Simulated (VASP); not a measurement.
Runs of VASP 6.6.1 on Bi. It takes space group R-3m (No. 166, trigonal). The conventional cell has a = 4.535 Å, b = 4.535 Å, c = 11.814 Å, α = 90.00°, β = 90.00°, γ = 120.00°. Bi (site symmetry 3m) has 6 Bi at 3.06 to 3.52 Å as nearest neighbours. 

```tsv
level	potentials or basis	gap on the mesh (eV)	pressure (GPa)	relaxed volume (Å³/atom)	largest force (eV/Å)
PBE+D3(BJ)	VASP PAW PBE potentials, release 64 (Bi_d)	none	0.0	34.55	0.01
PBEsol	VASP PAW PBE potentials, release 64 (Bi_d)	none	0.0	34.39	0.01
PBE	VASP PAW PBE potentials, release 64 (Bi_d)	none	0.0	(a)	-
LDA	VASP PAW LDA potentials, release 64 (Bi_d)	none	0.0	-	-
```

Alike in all rows: task relaxation of cell and atoms; no spin polarisation; cell relaxed; k mesh 12 × 12 × 12; cutoff (eV) 600; smearing methfessel-paxton 0.1 eV.

Fill in the values left out.

(a) 36.82.

Caveats: spin-orbit coupling is left out, which moves the levels of the heavy elements; pairwise dispersion overbinds metals, which lowers pressure and volume (some runs); the PAW data sets were made with another functional, which shifts forces and pressure a little (some runs); the relaxation stopped at its first step, so nothing moved (some runs).

A k mesh can miss the band edges, and the runs leave out spin-orbit coupling on Bi.

A gap of «none» marks a metal or a gap under the smearing width.
